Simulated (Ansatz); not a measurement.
Crystal: MgO.

```
CELL_PARAMETERS angstrom
0.00000 2.09700 2.09700
2.09700 0.00000 2.09700
2.09700 2.09700 0.00000
ATOMIC_POSITIONS crystal
Mg 0.00000 0.00000 0.00000
O 0.50000 0.50000 0.50000
```

The cell is a database's computed one.

Program: Ansatz 0.2.0. Alike in all runs: task band structure; potentials or basis Ansatz PAW; no spin polarisation; cell as given; smearing fermi-dirac 0.05 eV.

Q: Order these runs on this cell by their band gap on the k mesh, lowest first.
A. level HF; k mesh 6 × 6 × 6; cutoff (eV) 420; points for each segment of the path 4; mesh quality coarse
B. level PBEsol; k mesh 11 × 11 × 11; cutoff (eV) 420; points for each segment of the path 14; mesh quality not flagged
C. level r2SCAN50; k mesh 6 × 6 × 6; cutoff (eV) 500; points for each segment of the path 4; mesh quality coarse

A: B (4.76 eV), C (10.22 eV), A (15.80 eV).

Caveats: some runs use coarse meshes.

Runs at the PBE level aren't shown here.
